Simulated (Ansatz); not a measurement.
A run of Ansatz 0.2.0 is set up as follows.

Contents of input.yaml:

```yaml
crystal:
  lattice:
    - [-2.9595565636, 2.9595565636, 2.45140301]
    - [2.9595565636, -2.9595565636, 2.45140301]
    - [2.9595565636, 2.9595565636, -2.45140301]
  atoms:
    - { symbol: Ge, position: [0.84510739, 0.34510739, 0.19021478] }
    - { symbol: Ge, position: [0.65489261, 0.84510739, 0.5] }
    - { symbol: Ge, position: [0.34510739, 0.15489261, 0.5] }
    - { symbol: Ge, position: [0.15489261, 0.65489261, 0.80978522] }
    - { symbol: Fe, position: [0.25, 0.25, 0.0], spin: 3.0, spin_axis: [3.0, 0.0, 0.0] }
    - { symbol: Fe, position: [0.75, 0.75, 0.0], spin: 3.0, spin_axis: [3.0, 0.0, 0.0] }
hamiltonian:
  xc: pbesol
  pseudopotentials: { kind: paw_fr }
magnetization:
  noncollinear: true
  spin_orbit: true
kpoints:
  mp_grid: { grid: [7, 7, 7] }
  band_path:
    path:
      - [[0.0, 0.0, 0.0], [0.0, 0.0, 0.5], [-0.5, 0.5, 0.5], [0.0, 0.0, 0.0], [0.4215205455, 0.4215205455, -0.4215205455], [0.25, 0.25, 0.25], [0.0, 0.5, 0.0], [-0.4215205455, 0.5784794545, 0.4215205455], [-0.5, 0.5, 0.5]]
      - [[0.0, 0.0, 0.5], [0.25, 0.25, 0.25]]
    npoints: 14
scf:
  occupations: { method: fermi_dirac, width: 0.05 }
  n_extra_bands: 15
output:
  forces: true
  stress: true
  eigenvalues: true
  fatbands: false
  write_density: true
  write_potential: true
  elf: true
  volumetric_format: npy
```

Potentials or basis: Ansatz PAW.

Command:

```console
$ ansatz run input.yaml --threads 2 --pin off --max-ram 5632MiB --backend cpu --events-out ev --progress --plain --runs-dir out
```

Task: Predict the pressure.

Result: -5.4 GPa.

Task: Predict the net moment.

Result: 2.39 μB per cell.

Task: Estimate the band gap on the k mesh.

Result: None (metal or under the smearing width).

Levels at the corners of the path, in eV from the Fermi level:
| point | band 86 | band 87 | band 88 | band 89 | band 90 | band 91 |
| --- | --- | --- | --- | --- | --- | --- |
| Γ | -1.25 | -1.06 | -1.06 | -0.51 | -0.41 | 0.14 |
| X | -1.07 | -1.05 | -0.44 | 0.52 | 0.65 | 0.73 |
| M | 0.13 | 0.44 | 0.53 | 0.53 | 1.22 | 1.23 |
| Γ | -1.25 | -1.06 | -1.06 | -0.51 | -0.41 | 0.14 |
| Z | 0.34 | 0.40 | 0.40 | 0.55 | 0.69 | 0.69 |
| P | -1.03 | -0.40 | -0.40 | 0.81 | 0.81 | 1.24 |
| N | -0.68 | 0.07 | 0.07 | 0.20 | 0.20 | 0.86 |
| Z1 | 0.34 | 0.40 | 0.40 | 0.55 | 0.69 | 0.69 |
| M | 0.13 | 0.44 | 0.53 | 0.53 | 1.22 | 1.23 |
| X | -1.07 | -1.05 | -0.44 | 0.52 | 0.65 | 0.73 |
| P | -1.03 | -0.40 | -0.40 | 0.81 | 0.81 | 1.24 |

Caveat: the PAW data sets come from PBE, with cores solved anew for the run's functional, which leaves a small shift of forces and pressure; the thresholds are loose for stress.
